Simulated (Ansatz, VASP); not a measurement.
**One calculation of CdS, two programs**

```
Cd S
1.0
    -0.04365    2.91000    2.91000
     2.86635    0.00000    2.86635
     2.91000    2.91000   -0.04365
Cd S
1 1
Direct
  0.00000 0.00000 0.00000
  0.75000 0.75000 0.75000
```

Change from the starting cell: strain -0.0300 x Voigt [0, 0, 0, 0, 1, 0], atoms carried along.

Alike in both runs: task single point; functional PBE; k mesh 8 × 8 × 8; occupations gaussian, width 0.05 eV; no spin polarisation.

|  | VASP | Ansatz |
| --- | --- | --- |
| version | VASP 6.6.1 | Ansatz 0.2.0 |
| potentials or method | VASP PAW PBE potentials, release 64 (Cd, S) | scalar-relativistic, plane waves, PAW |
| plane-wave cutoff (eV) | 520 | 420 |
| valence electrons in the cell | 18 | 26 |

Ansatz gave:

| Property | Result |
| --- | --- |
| gap on the k mesh at the Fermi level (eV) | 1.11 |
| least direct gap on the mesh (eV) | 1.11 |
| pressure (GPa) | 3.4 |
| largest component of the traceless stress (GPa) | 1.69 |
| rms of the force components (eV/Å) | 0.126 |

Question: Which values does VASP return?

Answer: gap on the k mesh at the Fermi level (eV): 1.11; least direct gap on the mesh (eV): 1.11; pressure (GPa): 3.8; largest component of the traceless stress (GPa): 1.73; rms of the force components (eV/Å): 0.130.

Atom by atom the forces differ by 0.005 eV/Å (rms over components). The two sets of potentials don't hold the same shells in valence.
